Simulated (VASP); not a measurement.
TaN:

```
Ta N
1.0
     2.93800    0.00000    0.00000
    -1.46900    2.54438    0.00000
     0.00000    0.00000    2.88300
Ta N
1 1
Direct
  0.33333 0.66667 0.50000
  0.00000 0.00000 0.00000
```

```yaml
Program: VASP 6.6.1
Task: relaxation of cell and atoms
Functional: PBE
Potentials_or_basis: VASP PAW PBE potentials, release 64 (Ta_sv_GW, N_GW)
Cutoff: 900 eV
k_mesh: 10 × 10 × 9
Occupations: fermi-dirac, width 0.05 eV
Spin: no spin polarisation
```

At the start: pressure 4.8 GPa; volume 10.78 Å³/atom.

Q: Where does the relaxation end?

A: Over 3 steps the energy falls by 2.3 meV/atom and the volume is 10.93 Å³/atom (+1.4 %); space group P-6m2 (No. 187, to 0.05 Å).

Step by step:
```
step  energy change (eV)  largest force (eV/Å)  pressure (GPa)  volume (Å³)
   1              0.0000                0.0000            4.84        21.55
   2              0.0203                0.0000          -10.50        22.58
   3             -0.0046                0.0000           -0.04        21.86
```

Final structure:
```
CELL_PARAMETERS angstrom
2.95076 0.00000 0.00000
-1.47538 2.55543 0.00000
0.00000 0.00000 2.89868
ATOMIC_POSITIONS crystal
Ta 0.33333 0.66667 0.50000
N 0.00000 0.00000 0.00000
```
